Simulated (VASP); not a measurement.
Write the native input for VASP 6.6.1 that does the following.

| Property | Result |
| --- | --- |
| Task | single point |
| Functional | PBE |
| Potentials or basis | VASP PAW PBE potentials, release 64 (Ge_d) |
| Cutoff | 520 eV |
| k mesh | 8 × 8 × 1 |
| Occupations | fermi-dirac, width 0.05 eV |
| Spin | no spin polarisation |
| Dipole correction | yes |
| Further INCAR settings | ALGO = Normal; EDIFF = 1e-07; NBANDS = 66 |

The structure of Ge lies in POSCAR:

```
Ge
1.0
    4.0004848988      0.0000000000      0.0000000000
   -2.0002424494      3.4645215498      0.0000000000
    0.0000000000      0.0000000000     25.6157422863
Ge
8
Direct
    0.3333333333      0.6666666667      0.2927887045
    0.0000000000      0.0000000000      0.3246673654
    0.0000000000      0.0000000000      0.4203033479
    0.6666666667      0.3333333333      0.4521820087
    0.6666666667      0.3333333333      0.5478179913
    0.3333333333      0.6666666667      0.5796966521
    0.3333333333      0.6666666667      0.6753326346
    0.0000000000      0.0000000000      0.7072112955
```

The slab is cut from a database's or a generator's crystal, which needn't be the stable form of the element.

The cell isn't the ideal one: the (1 1 1) slab of Ge, cut from the database cell, not relaxed.

One way to write it, as run:

INCAR

```
SYSTEM = Ge
  PREC = Accurate
  ENCUT = 520
  EDIFF = 1E-7
  ISMEAR = -1
  SIGMA = 0.05
  LREAL = .False.
  LASPH = .True.
  NELM = 80
  ALGO = Normal
  ISIF = 2
  LWAVE = .False.
  LCHARG = .False.
  LDIPOL = .True.
  IDIPOL = 3
  DIPOL = 0.5 0.5 0.500
  GGA = PE
  NBANDS = 66
```

KPOINTS

```
Automatic mesh
0
Gamma
  8 8 1
  0 0 0
```

Potentials or basis: VASP PAW PBE potentials, release 64 (Ge_d).

The run is started by

```bash
$ cat potpaw_PBE.64/Ge_d/POTCAR > POTCAR
$ mpirun -np 1 vasp_std > vasp.out
```

It gave:

```yaml
Largest_force: 0.424 eV/Å
Band_gap_on_the_k_mesh: none (metal or under the smearing width)
```

Wall time 9.2 min on 1 thread of Intel(R) Xeon(R) Platinum 8488C (Sapphire Rapids) (shared host), peak memory 0.47 GiB.
